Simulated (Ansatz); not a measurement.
Runs of Ansatz 0.2.0 on Zr. It takes space group P6_3/mmc (No. 194, hexagonal). Conventional cell: a = 3.232 Å, b = 3.232 Å, c = 5.147 Å, α = 90.00°, β = 90.00°, γ = 120.00°. Zr (site symmetry -6m2) is surrounded by 12 Zr at 3.18 to 3.23 Å. 

```tsv
task	level	potentials or basis	cell	cutoff (eV)	gap on the mesh (eV)	pressure (GPa)	V0 of scaled cells (Å³/atom)	relaxed volume (Å³/atom)	B0 (GPa)
relaxation of cell and atoms	PBE	Ansatz PAW	relaxed	420	none	0.0	-	23.39	-
equation of state	PBE	PseudoDojo stringent	as given	898	-	-	(a)	-	94
equation of state	PBE	Ansatz PAW	as given	420	-	-	23.40	-	94
relaxation of cell and atoms	LDA	Ansatz PAW	relaxed	420	none	0.0	-	(b)	-
equation of state	PBE	Ansatz PAW earlier set	as given	420	-	-	23.41	-	94
```

Alike in all rows: no spin polarisation; k mesh 9 × 9 × 5; smearing fermi-dirac 0.05 eV.

Fill in the values left out.

(a) 23.42; (b) 21.80.

Caveats: the cell was scaled at fixed shape and fractional positions, which overstates the stiffness of a crystal with free parameters, most of all of layers and chains (some runs); the plane-wave basis is chosen anew once the cell has moved, so the energies of steps on either side of that aren't comparable (some runs); the PAW data sets come from PBE, with cores solved anew for the run's functional, which leaves a small shift of forces and pressure (some runs).

A k mesh can miss the band edges, and the runs leave out spin-orbit coupling on Zr.

A gap of «none» marks a metal or a gap under the smearing width.
